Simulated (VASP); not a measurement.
As, 2 atoms in the cell. The structure is trigonal, space group R-3m (No. 166). The conventional cell has a = 3.790 Å, b = 3.790 Å, c = 10.082 Å, α = 90.00°, β = 90.00°, γ = 120.00°. Around As (site symmetry 3m) lie 3 As at 2.54 Å. 

| Property | Result |
| --- | --- |
| Program | VASP 6.6.1 |
| Task | relaxation of cell and atoms |
| Functional | PBE |
| Dispersion | D3(BJ) |
| Potentials or basis | VASP PAW PBE potentials, release 64 (As) |
| Cutoff | 600 eV |
| k mesh | 12 × 12 × 12 |
| Occupations | methfessel-paxton, width 0.1 eV |
| Spin | no spin polarisation |
| Further INCAR settings | ALGO = Normal; EDIFF = 1e-07; IBRION = 2; EDIFFG = -0.005; NSW = 90; ISIF = 3 |

Potentials or basis: VASP PAW PBE potentials, release 64 (As).

Command:

```console
$ cat potpaw_PBE.64/As/POTCAR > POTCAR
$ mpirun -np 1 vasp_std > vasp.out
```

Hardware: 1 thread of AMD EPYC 7R43 64-Core Processor (Zen 3) (shared host).

Question: How long does it take, and how much memory?

Answer: It took 2.7 min on 1 thread of AMD EPYC 7R43 64-Core Processor (Zen 3), with other jobs on the host, peak memory 0.22 GiB. Counts: scf iterations 17, k points 189, ion steps 2.
